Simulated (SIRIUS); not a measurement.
Crystal: MgS (Niningerite).

```xyz
2
Lattice="0.0000 2.6016 2.6016 2.6016 0.0000 2.6016 2.6016 2.6016 0.0000" Properties=species:S:1:pos:R:3 pbc="T T T"
S     2.6016    2.6016    2.6016
Mg    0.0000    0.0000    0.0000
```

```yaml
Program: SIRIUS 7.12.0
Task: relaxation of cell and atoms
Functional: PBE
Dispersion: D3(BJ)
Potentials_or_basis: PseudoDojo 0.4.1 PBE standard (scalar relativistic)
Cutoff: 1152 eV
Density_cutoff: 4606 eV
k_mesh: 5 × 5 × 5
Occupations: fermi-dirac, width 0.05 eV
Spin: no spin polarisation
```

At the start: pressure -2.0 GPa; volume 17.61 Å³/atom.

Problem. Where does the relaxation end?

Solution. Over 3 steps the energy falls by 2.8 meV/atom and the volume is 17.15 Å³/atom (-2.6 %); space group Fm-3m (No. 225, to 0.05 Å).

The path:
| step | energy change (eV) | largest force (eV/Å) | pressure (GPa) | volume (Å³) |
| --- | --- | --- | --- | --- |
| 1 | 0.0000 | 0.0000 | -1.98 | 35.22 |
| 2 | -0.0018 | 0.0000 | -1.64 | 35.06 |
| 3 | -0.0056 | 0.0000 | 0.05 | 34.30 |

Final structure:
```cif
data_structure
_symmetry_space_group_name_H-M 'P 1'
_symmetry_Int_Tables_number 1
_cell_length_a 3.6471
_cell_length_b 3.6471
_cell_length_c 3.6471
_cell_angle_alpha 60.000
_cell_angle_beta 60.000
_cell_angle_gamma 60.000
_cell_volume 34.30
loop_
_atom_site_label
_atom_site_type_symbol
_atom_site_fract_x
_atom_site_fract_y
_atom_site_fract_z
_atom_site_occupancy
S1 S 0.50000 0.50000 0.50000 1
Mg1 Mg 0.00000 0.00000 0.00000 1
```
